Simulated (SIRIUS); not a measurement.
# P (Cmce) in SIRIUS: reference runs

Aim: a first look at P with PBE, on the cell as given and on a disturbed one.

All numbers are computed with SIRIUS 7.10.0; they aren't measurements. Logs are shortened: lines on timing, memory, paths and dates and some standing lists are left out, and cuts for length are marked. The log counts tension as positive stress, the text compression.

## (1) The crystal as given

Symmetry: Cmce, No. 64, orthorhombic system. Conventional cell: a = 3.295 Å, b = 10.930 Å, c = 4.544 Å, α = 90.00°, β = 90.00°, γ = 90.00°. P (site symmetry m) is surrounded by 3 P at 2.20 to 2.25 Å.

## (2) Single point, PBE

sirius.json reads:

```json
{
  "control": {
    "processing_unit": "cpu",
    "verbosity": 2,
    "num_bands_to_print": 17,
    "print_forces": true,
    "print_stress": true
  },
  "parameters": {
    "electronic_structure_method": "pseudopotential",
    "xc_functionals": ["XC_GGA_X_PBE", "XC_GGA_C_PBE"],
    "gk_cutoff": 6.7,
    "pw_cutoff": 13.4,
    "ngridk": [8, 8, 6],
    "shiftk": [0, 0, 0],
    "smearing": "fermi_dirac",
    "smearing_width": 0.0018374661,
    "num_bands": 17,
    "num_mag_dims": 0,
    "num_dft_iter": 100,
    "energy_tol": 1e-08,
    "density_tol": 1e-06
  },
  "iterative_solver": {
    "type": "davidson",
    "min_tolerance": 1e-10
  },
  "mixer": {
    "type": "anderson",
    "beta": 0.7,
    "max_history": 8
  },
  "settings": {
    "tol_ne": 1e-10
  },
  "unit_cell": {
    "lattice_vectors": [
      [3.113783228284, -10.327424561187, 0.0],
      [3.113783228284, 10.327424561187, 0.0],
      [0.0, 0.0, 8.586226875202]
    ],
    "atom_coordinate_units": "lattice",
    "atom_types": ["P"],
    "atom_files": {
      "P": "P.json"
    },
    "atoms": {
      "P": [
        [0.90414313, 0.09585687, 0.58881517],
        [0.09585687, 0.90414313, 0.41118483],
        [0.59585687, 0.40414313, 0.08881517],
        [0.40414313, 0.59585687, 0.91118483]
      ]
    }
  }
}
```

Potentials or basis: PseudoDojo 0.4.1 PBE standard (scalar relativistic).

Run with:

```sh
$ upf_to_json P.upf
$ OMP_NUM_THREADS=1 sirius.scf --input=sirius.json --output=out.json --task=0
```

The program printed:

```text
[info] SIRIUS version : 7.10.0
[info] number of MPI ranks           : 1
[info] MPI grid                      : 1 1
[info] maximum number of OMP threads : 1
[fft] FFT context for density and potential
[fft] =====================================
[fft]   comm size                             : 1
[fft]   plane wave cutoff                     : 13.4
[fft]   grid size                             : 50 50 40   total : 100000
[fft]   grid limits                           : -24 25   -24 25   -19 20
[fft]   number of G-vectors within the cutoff : 11241
[fft]   local number of G-vectors             : 11241
[fft]   number of G-shells                    : 3144
[fft] FFT context for coarse grid
[fft] =====================================
[fft]   comm size                             : 1
[fft]   plane wave cutoff                     : 13.4
[fft]   grid size                             : 50 50 40   total : 100000
[fft]   grid limits                           : -24 25   -24 25   -19 20
[fft]   number of G-vectors within the cutoff : 11241
[fft]   local number of G-vectors             : 11241
[fft]   number of G-shells                    : 3144
[unit cell] lattice vectors
[unit cell]   a1 :       3.1137832283    -10.3274245612      0.0000000000
[unit cell]   a2 :       3.1137832283     10.3274245612      0.0000000000
[unit cell]   a3 :       0.0000000000      0.0000000000      8.5862268752
[unit cell] reciprocal lattice vectors
[unit cell]   b1 :       1.0089310730     -0.3041990416      0.0000000000
[unit cell]   b2 :       1.0089310730      0.3041990416     -0.0000000000
[unit cell]   b3 :      -0.0000000000      0.0000000000      0.7317748993
[unit cell] unit cell volume :       552.22080120 [a.u.^3]
[unit cell] 1/sqrt(omega)    :         0.04255432
[unit cell] MT volume        :         0.00000000 ( 0.00%)
[unit cell] IT volume        :       552.22080120 (100.00%)
[unit cell] number of atom types : 1
[unit cell] type id : 0 symbol :  P mt_radius :  12.970000 num_atoms : 4
[unit cell] total number of atoms : 4
[unit cell] number of symmetry classes : 1
[unit cell] number of PAW atoms : 0
[unit cell] atom id  type id  class id             position                      vector_field
[unit cell] ------------------------------------------------------------------------------------------
[unit cell]      0        0        0      0.90414   0.09586   0.58882      0.00000   0.00000   0.00000
[unit cell]      1        0        0      0.09586   0.90414   0.41118      0.00000   0.00000   0.00000
[unit cell]      2        0        0      0.59586   0.40414   0.08882      0.00000   0.00000   0.00000
[unit cell]      3        0        0      0.40414   0.59586   0.91118      0.00000   0.00000   0.00000
[unit cell] atom id         position (Cartesian, a.u.)
[unit cell] ---------------------------------------------
[unit cell]      0       3.113783   -8.347515    5.055701
[unit cell]      1       3.113783    8.347515    3.530526
[unit cell]      2       3.113783   -1.979909    0.762587
[unit cell]      3       3.113783    1.979909    7.823640
[unit cell] class id : 0 atom id : 0 1 2 3
[unit cell] minimum bond length:     4.166189
[unit cell] total number of pseudo wave-functions: 16
[sym] space group number   : 64
[sym] international symbol : Cmce
[sym] Hall symbol          : -C 2ac 2
[sym] space group transformation matrix :
[sym]   0.5000  0.5000  0.0000
[sym]  -0.5000  0.5000  0.0000
[sym]   0.0000  0.0000  1.0000
[sym] space group origin shift :
[sym]   0.0000  0.0000  0.0000
[sym] number of space group operations  : 8
[sym] number of magnetic group operations : 8
[sym] metric tensor error: 0.0000e+00
[sym] rotation matrix error: 5.5511e-16
[sym] symmetry operations
[... list of symmetry operations ...]
[atom type] label          : P
[atom type] --------------------------------------------------------------------------------
[atom type] symbol         : P
[atom type] name           :
[atom type] zn             : 5
[atom type] mass           : 0
[atom type] mt_radius      : 12.97
[atom type] num_mt_points  : 1298
[... 297 lines left out ...]
[diagonalize] average number of iterations: 2.10714
[find] Total energy                   :     -27.69782921 (Ha),     -55.39565842 (Ry)
[find] Free energy (E-TS)             :     -27.69784524 (Ha),     -55.39569048 (Ry)
[find] band gap (eV)                  :       0.09388339
[find] Efermi                         :       0.25370500
[find] iteration : 17, RMS : 3.409758640852e-08, energy difference : -5.271161285236e-11
[find] Hartree energy of density residual : 3.107895970397e-12
[find] bands are converged : true
[find] iterative solver converged : false
[find] +------------------------------+
[find] | SCF iteration  18 out of 100|
[find] +------------------------------+
[diagonalize] iterative solver tolerance (occupied, empty): 1.59793e-10 1.59793e-10
[diagonalize] average number of iterations: 2.84524
[diagonalize] Lowest band energies
[diagonalize] ik:    0   -0.330797   -0.229874   -0.109312    0.002161    0.069316    0.071585    0.101128    0.148984    0.156068    0.206925    0.271895    0.287605    0.319768    0.354146    0.448465    0.479790    0.503140
[diagonalize] ik:    1   -0.323741   -0.223166   -0.112471    0.008372    0.055221    0.067756    0.076920    0.129420    0.152256    0.210597    0.279047    0.322538    0.339085    0.368914    0.411944    0.423236    0.464436
[diagonalize] ik:    2   -0.302813   -0.203062   -0.131106    0.000553    0.025572    0.030107    0.091553    0.119828    0.156664    0.207393    0.273047    0.304450    0.343605    0.353184    0.394809    0.434506    0.450819
[diagonalize] ik:    3   -0.268873   -0.173518   -0.169663   -0.065191    0.028105    0.045828    0.110257    0.128125    0.149707    0.183207    0.266754    0.293423    0.301366    0.338960    0.351381    0.402369    0.488267
[diagonalize] ik:    4   -0.223997   -0.223997   -0.123325   -0.123325    0.045261    0.045261    0.126775    0.126775    0.154000    0.154000    0.274974    0.274974    0.305269    0.305269    0.372553    0.372553    0.483236
[diagonalize] ...
[diagonalize] ik:   79   -0.286334   -0.286334   -0.084012   -0.084012    0.115264    0.115264    0.129653    0.129653    0.187221    0.187221    0.303259    0.303259    0.361325    0.361325    0.379007    0.379007    0.467389
[diagonalize] ik:   80   -0.259323   -0.259323   -0.087465   -0.087465    0.020348    0.020348    0.139550    0.139550    0.191510    0.191510    0.315516    0.315516    0.356918    0.356918    0.421475    0.421475    0.456503
[diagonalize] ik:   81   -0.278714   -0.278714   -0.088641   -0.088641    0.079556    0.079556    0.147225    0.147225    0.190811    0.190811    0.333051    0.333051    0.339250    0.339250    0.376287    0.376287    0.463643
[diagonalize] ik:   82   -0.285569   -0.285569   -0.090080   -0.090080    0.129333    0.129333    0.136932    0.136932    0.182692    0.182692    0.302794    0.302794    0.354884    0.354884    0.364553    0.364553    0.463589
[diagonalize] ik:   83   -0.285247   -0.285247   -0.092445   -0.092445    0.129201    0.129201    0.148797    0.148797    0.178458    0.178458    0.302055    0.302055    0.345327    0.345327    0.365938    0.365938    0.461302
[find] Charges and magnetic moments
[find] --------------------------------------------------------------------------------
[find] total charge          : 20.000000
[find] Energy
[find] --------------------------------------------------------------------------------
[find] valence_eval_sum               :      -0.00528501
[find] <rho|V^{XC}>                   :      -8.90238992
[find] <rho|E^{XC}>                   :      -8.19495148
[find] <mag|B^{XC}>                   :       0.00000000
[find] <rho|V^{H}>                    :       7.32156744
[find] one-electron contribution      :       1.57553747 (Ha),       3.15107495 (Ry)
[find] hartree contribution           :       3.66078372
[find] xc contribution                :      -8.19495148
[find] ewald contribution             :     -24.73919889
[find] PAW contribution               :       0.00000000
[find] smearing (-TS)                 :      -0.00001603
[find] SCF correction                 :      -0.00000004
[find] Total energy                   :     -27.69782921 (Ha),     -55.39565842 (Ry)
[find] Free energy (E-TS)             :     -27.69784524 (Ha),     -55.39569048 (Ry)
[find] band gap (eV)                  :       0.09388326
[find] Efermi                         :       0.25370501
[find] iteration : 18, RMS : 4.851263429978e-08, energy difference : -4.860112312599e-12
[find] Hartree energy of density residual : 4.833266255932e-12
[find] bands are converged : true
[find] iterative solver converged : true
[find] converged after 19 SCF iterations!
[find] Charges and magnetic moments
[find] --------------------------------------------------------------------------------
[find] total charge          : 20.000000
[find] Energy
[find] --------------------------------------------------------------------------------
[find] valence_eval_sum               :      -0.00528501
[find] <rho|V^{XC}>                   :      -8.90238992
[find] <rho|E^{XC}>                   :      -8.19495148
[find] <mag|B^{XC}>                   :       0.00000000
[find] <rho|V^{H}>                    :       7.32156744
[find] one-electron contribution      :       1.57553747 (Ha),       3.15107495 (Ry)
[find] hartree contribution           :       3.66078372
[find] xc contribution                :      -8.19495148
[find] ewald contribution             :     -24.73919889
[find] PAW contribution               :       0.00000000
[find] smearing (-TS)                 :      -0.00001603
[find] SCF correction                 :      -0.00000004
[find] Total energy                   :     -27.69782921 (Ha),     -55.39565842 (Ry)
[find] Free energy (E-TS)             :     -27.69784524 (Ha),     -55.39569048 (Ry)
[find] band gap (eV)                  :       0.09388326
[find] Efermi                         :       0.25370501
[ground_state] === stress tensor components [kbar] ===
[ground_state] === stress_kin ===
[ground_state] -3419.944577    0.000000    0.000000
[ground_state]     0.000000-3735.056938    0.000000
[ground_state]     0.000000    0.000000-3570.317868
[ground_state] === stress_har ===
[ground_state] -1484.022842    0.000000    0.000000
[ground_state]     0.000000  559.174477    0.000000
[ground_state]     0.000000    0.000000-1025.530198
[ground_state] === stress_ewald ===
[ground_state]  2578.494086   -0.000000    0.000000
[ground_state]    -0.000000 6772.471738    0.000000
[ground_state]     0.000000    0.000000 3829.491399
[ground_state] === stress_vloc ===
[ground_state]  4050.027194   -0.000000    0.000000
[ground_state]    -0.000000-1863.281895    0.000000
[ground_state]     0.000000    0.000000 2487.019292
[ground_state] === stress_xc ===
[ground_state]   405.241610   -0.000000    0.000000
[ground_state]    -0.000000  412.093612    0.000000
[ground_state]     0.000000    0.000000  407.432967
[ground_state] === stress_core ===
[ground_state]   825.521893   -0.000000    0.000000
[ground_state]    -0.000000  827.246410    0.000000
[ground_state]     0.000000    0.000000  826.012592
[ground_state] === stress_nonloc ===
[ground_state] -2974.212618    0.000000    0.000000
[ground_state]     0.000000-2992.886322    0.000000
[ground_state]     0.000000    0.000000-2976.880709
[ground_state] === stress_us_nl ===
[ground_state] -2974.212618    0.000000    0.000000
[ground_state]     0.000000-2992.886322    0.000000
[ground_state]     0.000000    0.000000-2976.880709
[ground_state] === stress_total ===
[ground_state]   -18.895253   -0.000000    0.000000
[ground_state]    -0.000000  -20.238918    0.000000
[ground_state]     0.000000    0.000000  -22.772524
[ground_state] ==== total Forces in Ha/bohr =====
[ground_state] atom:    0, force:      -0.0000000      0.0034508     -0.0059267
[ground_state] atom:    1, force:       0.0000000     -0.0034508      0.0059267
[ground_state] atom:    2, force:       0.0000000     -0.0034508     -0.0059267
[ground_state] atom:    3, force:      -0.0000000      0.0034508      0.0059267
[ground_state] ==== ultrasoft contribution from Qij =====
[ground_state] atom:    0, force:       0.0000000      0.0000000      0.0000000
[ground_state] atom:    1, force:       0.0000000      0.0000000      0.0000000
[ground_state] atom:    2, force:       0.0000000      0.0000000      0.0000000
[ground_state] atom:    3, force:       0.0000000      0.0000000      0.0000000
[ground_state] ==== non-local contribution from Beta-projector =====
[ground_state] atom:    0, force:       0.0000000     -0.1197757      0.1066001
[ground_state] atom:    1, force:       0.0000000      0.1197757     -0.1066001
[ground_state] atom:    2, force:       0.0000000      0.1197757      0.1066001
[ground_state] atom:    3, force:      -0.0000000     -0.1197757     -0.1066001
[ground_state] ==== contribution from local potential =====
[ground_state] atom:    0, force:       0.0000000     -1.2177116      0.5778052
[ground_state] atom:    1, force:       0.0000000      1.2177116     -0.5778052
[ground_state] atom:    2, force:       0.0000000      1.2177116      0.5778052
[ground_state] atom:    3, force:       0.0000000     -1.2177116     -0.5778052
[ground_state] ==== contribution from core density =====
[ground_state] atom:    0, force:       0.0000000      0.0035264     -0.0029806
[ground_state] atom:    1, force:       0.0000000     -0.0035264      0.0029806
[ground_state] atom:    2, force:       0.0000000     -0.0035264     -0.0029806
[ground_state] atom:    3, force:       0.0000000      0.0035264      0.0029806
[ground_state] ==== Ewald forces from ions =====
[ground_state] atom:    0, force:      -0.0000000      1.3374118     -0.6873514
[ground_state] atom:    1, force:       0.0000000     -1.3374118      0.6873514
[ground_state] atom:    2, force:      -0.0000000     -1.3374118     -0.6873514
[ground_state] atom:    3, force:       0.0000000      1.3374118      0.6873514
[~DFT_ground_state] local op. applied: 61457
[~DFT_ground_state] evp. work count: 15153.9
[~DFT_ground_state] number of iterative solver steps: 4868
```

Wall time 2.3 min (1 thread of Arm Neoverse V2, shared host); peak memory 0.63 GiB.

What came out:

```yaml
Free_energy: -753.6968 eV
Pressure: 2.1 GPa
Largest_force: 0.353 eV/Å
Band_gap_on_the_k_mesh: 0.09 eV
```

Forces in eV/Å, atoms in the order of the input:
```
P    0.000  0.177 -0.305
P    0.000 -0.177  0.305
P    0.000 -0.177 -0.305
P    0.000  0.177  0.305
```

A k mesh can miss the band edges. A hybrid or GW would open this gap; PBE tends to underestimate it.

(Continued in part 2 of 2.)
